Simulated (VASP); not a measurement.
VASP 6.6.1, LDA single-point calculation, BeTe (CsCl)

INCAR

```
GGA = CA
ISMEAR = -1
LASPH = .TRUE.
LCHARG = .FALSE.
EDIFF = 1E-7
LWAVE = .FALSE.
NSW = 0
ENCUT = 520
SIGMA = 0.02
IBRION = -1
LREAL = .FALSE.
NELM = 120
PREC = Accurate
ISIF = 2
NBANDS = 11
```

KPOINTS

```
KPOINTS created by Atomic Simulation Environment
0
Gamma
8 8 8
0 0 0
```

KPOINTS_OPT

```
special points
7
Reciprocal
0.0000000000 0.0000000000 0.0000000000 1
0.0000000000 0.5000000000 0.0000000000 1
0.5000000000 0.5000000000 0.0000000000 1
0.5000000000 0.5000000000 0.5000000000 1
0.1500000000 0.5000000000 0.0000000000 1
0.5000000000 0.5000000000 0.3000000000 1
0.0000000000 0.2500000000 0.3750000000 1
```

POSCAR

```
Be Te
 1.0000000000000000
     3.3650594852277229    0.0000000000000000   -0.0000000000000000
    -0.0000000000000000    3.3650594852277229    0.0000000000000000
     0.0000000000000000    0.0000000000000000    3.3650594852277229
 Be  Te
   1   1
Cartesian
 -0.0000000000000000  0.0000000000000000  0.0000000000000000
  1.6825297426138615  1.6825297426138615  1.6825297426138615
```

VASP ran with the recommended LDA PAW datasets (8 valence electrons in the cell).

Command

```
mpirun -np 1 vasp_std
```

From OUTCAR

```
k-points           NKPTS =     35   k-points in BZ     NKDIM =     35   number of bands    NBANDS=     11

   NELECT =       8.0000    total number of electrons

   dimension x,y,z NGX =    28 NGY =   28 NGZ =   28
   dimension x,y,z NGXF=    56 NGYF=   56 NGZF=   56

  energy-cutoff  :      520.00
  volume of cell :       38.10
      direct lattice vectors                 reciprocal lattice vectors
     3.365059485  0.000000000  0.000000000     0.297171567  0.000000000  0.000000000
     0.000000000  3.365059485  0.000000000     0.000000000  0.297171567  0.000000000
     0.000000000  0.000000000  3.365059485     0.000000000  0.000000000  0.297171567

 k-points in reciprocal lattice and weights: KPOINTS created by Atomic Simulation Env
   0.00000000  0.00000000  0.00000000       0.002
   0.12500000  0.00000000  0.00000000       0.012
   0.25000000  0.00000000  0.00000000       0.012
   0.37500000  0.00000000  0.00000000       0.012
   0.50000000  0.00000000  0.00000000       0.006
   0.12500000  0.12500000  0.00000000       0.023
   0.25000000  0.12500000  0.00000000       0.047
   0.37500000  0.12500000  0.00000000       0.047
   ...

 E-fermi :   7.7564

 k-point     1 :       0.0000    0.0000    0.0000
  band No.  band energies     occupation
      1      -6.2856      2.00000
      2       6.4905      2.00000
      3       6.4905      2.00000
      4       6.4905      2.00000
      5       8.3173      0.00000
      6      11.8489      0.00000
      7      11.8489      0.00000
      8      15.7255      0.00000
      9      15.7255      0.00000
     10      15.7255      0.00000
     11      21.7239      0.00000

 k-point     2 :       0.1250    0.0000    0.0000
  band No.  band energies     occupation
      1      -6.1226      2.00000
      2       4.8743      2.00000
      3       6.6808      2.00000
      4       6.6808      2.00000
      5       8.9933      0.00000
      6      12.0286      0.00000
      7      13.2663      0.00000
      8      15.1218      0.00000
      9      15.1218      0.00000
     10      15.2277      0.00000
     11      21.0842      0.00000

 k-point     3 :       0.2500    0.0000    0.0000
  band No.  band energies     occupation
      1      -5.6653      2.00000
      2       2.6457      2.00000
      3       7.2280      2.00000
      4       7.2280      2.00000
      5       9.5785      0.00000
      6      12.5629      0.00000
      7      13.6884      0.00000
      8      13.6884      0.00000
      9      14.1153      0.00000
     10      16.3308      0.00000
     11      18.6965      0.00000

 k-point     4 :       0.3750    0.0000    0.0000
  band No.  band energies     occupation
      1      -5.0598      2.00000
      2       0.8851      2.00000
      3       8.0166      0.00000
      4       8.0166      0.00000
      5      10.1627      0.00000
      6      12.1568      0.00000
      7      12.1568      0.00000
      8      12.9656      0.00000
      9      13.4181      0.00000
     10      16.7213      0.00000
     11      19.7861      0.00000

 k-point     5 :       0.5000    0.0000    0.0000
  band No.  band energies     occupation
      1      -4.7260      2.00000
      2       0.1564      2.00000
      3       8.5327      0.00000
      4       8.5327      0.00000
      5      10.5386      0.00000
      6      11.3658      0.00000
      7      11.3658      0.00000
      8      12.3710      0.00000
      9      14.1737      0.00000
     10      15.5915      0.00000
     11      22.1681      0.00000

 k-point     6 :       0.1250    0.1250    0.0000
  band No.  band energies     occupation
      1      -5.9592      2.00000
      2       4.8899      2.00000
      3       5.2459      2.00000
      4       6.8688      2.00000
      5       9.7640      0.00000
      6      12.9675      0.00000
      7      13.8114      0.00000
      8      13.8844      0.00000
      9      14.7402      0.00000
     10      15.4252      0.00000
     11      20.0584      0.00000

 k-point     7 :       0.2500    0.1250    0.0000
  band No.  band energies     occupation
      1      -5.5011      2.00000
      2       2.8157      2.00000
      3       5.5936      2.00000
      4       7.4082      2.00000
      5      10.4405      0.00000
      6      12.1410      0.00000
      7      13.6214      0.00000
      8      13.7401      0.00000
      9      14.7498      0.00000
     10      16.5578      0.00000
     11      19.0613      0.00000

 k-point     8 :       0.3750    0.1250    0.0000
  band No.  band energies     occupation
      1      -4.8942      2.00000
      2       1.0546      2.00000
      3       6.3128      2.00000
      4       8.1808      0.00000
      5      10.5406      0.00000
      6      11.1341      0.00000
      7      12.2446      0.00000
      8      13.7067      0.00000
      9      14.5767      0.00000
     10      17.6561      0.00000
     11      19.8494      0.00000

 k-point     9 :       0.5000    0.1250    0.0000
  band No.  band energies     occupation
      1      -4.5595      2.00000
      2       0.3246      2.00000
      3       6.7693      2.00000
      4       8.6801      0.00000
      5       9.7917      0.00000
      6      11.5052      0.00000
      7      11.5993      0.00000
      8      13.0619      0.00000
      9      15.2573      0.00000
     10      16.7151      0.00000
     11      21.1977      0.00000

 k-point    10 :       0.2500    0.2500    0.0000
  band No.  band energies     occupation
      1      -5.0403      2.00000
      2       3.1726      2.00000
      3       3.4701      2.00000
      4       7.9205      0.00054
      5      10.1639      0.00000
      6      11.2045      0.00000
      7      13.2434      0.00000
      8      14.6855      0.00000
      9      15.9362      0.00000
     10      17.7137      0.00000
     11      18.4049      0.00000

 k-point    11 :       0.3750    0.2500    0.0000
  band No.  band energies     occupation
      1      -4.4293      2.00000
      2       1.5366      2.00000
      3       4.0181      2.00000
      4       8.5256      0.00000
      5       8.6351      0.00000
      6      11.9198      0.00000
      7      12.4305      0.00000
      8      14.0383      0.00000
      9      16.8876      0.00000
     10      18.3279      0.00000
     11      18.5605      0.00000

 k-point    12 :       0.5000    0.2500    0.0000
  band No.  band energies     occupation
      1      -4.0920      2.00000
      2       0.8028      2.00000
      3       4.4390      2.00000
      4       7.7745      0.57550
      5       9.0741      0.00000
      6      11.8938      0.00000
      7      12.4841      0.00000
      8      13.4302      0.00000
      9      17.1760      0.00000
     10      18.6952      0.00000
     11      19.1806      0.00000

 k-point    13 :       0.3750    0.3750    0.0000
  band No.  band energies     occupation
      1      -3.8122      2.00000
      2       2.1496      2.00000
      3       2.2730      2.00000
      4       6.8673      2.00000
      5       9.2242      0.00000
      6      12.4855      0.00000
      7      12.6560      0.00000
      8      13.9907      0.00000
      9      17.0983      0.00000
     10      17.3978      0.00000
     11      18.8416      0.00000

 k-point    14 :       0.5000    0.3750    0.0000
  band No.  band energies     occupation
      1      -3.4712      2.00000
      2       1.4649      2.00000
      3       2.6145      2.00000
      4       6.1284      2.00000
      5       9.5435      0.00000
      6      12.4024      0.00000
      7      13.2582      0.00000
      8      13.6407      0.00000
      9      16.8122      0.00000
     10      17.6380      0.00000
     11      17.6791      0.00000

 k-point    15 :       0.5000    0.5000    0.0000
  band No.  band energies     occupation
      1      -3.1280      2.00000
      2       1.8605      2.00000
      3       1.8605      2.00000
      4       5.3985      2.00000
      5       9.7705      0.00000
      6      12.6782      0.00000
      7      13.7214      0.00000
      8      13.7214      0.00000
      9      16.1927      0.00000
     10      17.0613      0.00000
     11      17.0613      0.00000

 k-point    16 :       0.1250    0.1250    0.1250
  band No.  band energies     occupation
      1      -5.7956      2.00000
      2       4.9069      2.00000
      3       5.4376      2.00000
      4       5.4376      2.00000
      5      10.8034      0.00000
      6      13.3555      0.00000
      7      13.9836      0.00000
      8      13.9836      0.00000
      9      14.5189      0.00000
     10      14.5189      0.00000
     11      19.9838      0.00000

 ...

  Total       -0.8545953     -0.8545953     -0.8545953     -0.0000000     -0.0000000     -0.0000000
  in kB      -35.9329489    -35.9329489    -35.9329489     -0.0000000     -0.0000000     -0.0000000
  external PRESSURE =     -35.9329489 kB  Pullay stress =       0.0000000 kB

 POSITION                                       TOTAL-FORCE (eV/Angst)
 -----------------------------------------------------------------------------------
      0.00000      0.00000      0.00000         0.000000      0.000000      0.000000
      1.68253      1.68253      1.68253         0.000000      0.000000      0.000000
 -----------------------------------------------------------------------------------
    total drift:                               -0.000000      0.000000      0.000000

  FREE ENERGIE OF THE ION-ELECTRON SYSTEM (eV)
  ---------------------------------------------------
  free  energy   TOTEN  =        -6.5503332588 eV

  energy  without entropy=       -6.5484655246  energy(sigma->0) =       -6.54939939
```

```yaml
gap_between_bands_v_and_c: "-2.57 eV (bands overlap: a metal)"
least_direct_gap: 0.11 eV
pressure: -3.6 GPa
```

Band v is the last that the valence electrons fill when counted band by band, and c is the next.

The run took about 8.9 s on one core of a shared host (Intel Xeon Platinum 8488C) and held 0.15 GiB at most.
